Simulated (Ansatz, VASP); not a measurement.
**Na: VASP beside Ansatz**

```
Na
1.0
    -2.14100    2.14100    2.14100
     2.14100   -2.14100    2.14100
     2.14100    2.14100   -2.14100
Na
1
Direct
  0.00000 0.00000 0.00000
```

Alike in both runs: task single point; functional PBE; dispersion D3(BJ); k mesh 9 × 9 × 9; occupations gaussian, width 0.025 eV; collinear spin.

```csv
,VASP,Ansatz
version,VASP 6.6.1,Ansatz 0.2.0
potentials or method,"VASP PAW PBE potentials, release 64 (Na_pv), cutoff 520 eV",all-electron PAW datasets made for the crystal
```

Ansatz gave:

| Quantity | Value |
| --- | --- |
| gap on the k mesh at the Fermi level (eV) | none |
| pressure (GPa) | -1.0 |
| net moment per atom (μB) | 0.00 |
| dispersion energy (meV/atom) | -146.0 |

Question: Which values does VASP return?

Answer: gap on the k mesh at the Fermi level (eV): none; pressure (GPa): -1.0; net moment per atom (μB): 0.00; dispersion energy (meV/atom): -145.9.

A gap of «none» marks a metal or a gap that the smearing closes. Ansatz ran all-electron here, so the differences hold the error of VASP's frozen core and of both bases.

Caveats: pairwise dispersion overbinds metals, which lowers pressure and volume; the starting moments weren't kept (Ansatz).
